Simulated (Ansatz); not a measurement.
# SiO2: ¹⁷O NMR of the central transition

Cell: a computed structure from the Materials Project (it need not be an observed phase), atoms as given.

```cif
data_SiO2
_symmetry_space_group_name_H-M 'Im-3m'
_symmetry_Int_Tables_number 229
_cell_length_a 9.8830
_cell_length_b 9.8830
_cell_length_c 9.8830
_cell_angle_alpha 90.000
_cell_angle_beta 90.000
_cell_angle_gamma 90.000
loop_
_atom_site_label
_atom_site_type_symbol
_atom_site_symmetry_multiplicity
_atom_site_Wyckoff_symbol
_atom_site_fract_x
_atom_site_fract_y
_atom_site_fract_z
Si Si 16 f 0.1569 0.1569 0.1569
O9 O 8 c 0.2500 0.2500 0.2500
O13 O 24 h 0.1889 0.1889 0.0000
```

One atom of each set is listed; the run and its k-mesh use a cell of 24 atoms with edges of 8.56, 8.56, 8.56 Å.

Computed with Ansatz: DFT, r2SCAN, plane waves and PAW (field gradients read without the response of the frozen cores, which leaves them typically 4 to 6 % off), scalar-relativistic, 500 eV cutoff, Γ-centred 3×3×3 k-points, Fermi–Dirac smearing 0.02 eV.

¹⁷O has I = 5/2 and Q = -25.58 mb (Pyykkö 2018); at 16.4 T its Larmor frequency is ν₀ = 94.7 MHz. Only the quadrupole interaction is simulated: positions count from each site's isotropic chemical shift, and J coupling is left out, as are shift anisotropy and dipolar coupling, which fast spinning averages.

The O sites: O9 (4 atoms; 2 Si at 1.59 Å, angle 180°); O13 (12 atoms; 2 Si at 1.61 Å, angle 148°).

Fitted components of the simulated spectrum:

```
component  |C_Q| (MHz)     η
        A         5.95  0.23
        B         6.63  0.00
```

**Question.** Which site most likely gives which component?

**Answer.** By the calculation, A is O13, B is O9. An axis of threefold or higher order runs through O9, so V_zz lies along it and η is zero. At O13 V_zz runs parallel to the line that joins its two neighbours (within 1°). Like point charges on the first shell alone (each adding as 1/d³) would give the same order.
